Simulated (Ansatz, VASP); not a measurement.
SrO in VASP and in Ansatz

```xyz
2
Lattice="0.0000 2.7828 2.8081 2.7828 0.0000 2.8081 2.7828 2.7828 0.0000" Properties=species:S:1:pos:R:3 pbc="T T T"
Sr    0.0000    0.0000    0.0000
O     1.3914    1.3914    1.4040
```

Change from the starting cell: epitaxial_xy strain -0.3%.

Alike in both runs: task single point; functional r2SCAN; k mesh 8 × 8 × 8; no spin polarisation.

|  | VASP | Ansatz |
| --- | --- | --- |
| version | VASP 6.6.1 | Ansatz 0.2.0 |
| potentials or method | VASP PAW PBE potentials, release 64 (Sr_sv, O) | plane waves, PAW |
| plane-wave cutoff (eV) | 520 | 500 |
| occupations | gaussian, width 0.01 eV | fixed |
| valence electrons in the cell | 16 | 16 |

|  | VASP | Ansatz | Ansatz less VASP |
| --- | --- | --- | --- |
| gap on the k mesh at the Fermi level (eV) | 2.90 | 2.89 | -0.014 |
| pressure (GPa) | 0.5 | 0.1 | -0.47 |
| largest component of the traceless stress (GPa) | 0.06 | 0.07 | +0.004 |

Caveats: the PAW data sets were made with another functional, which shifts forces and pressure a little (VASP). A k mesh can miss the band edges.
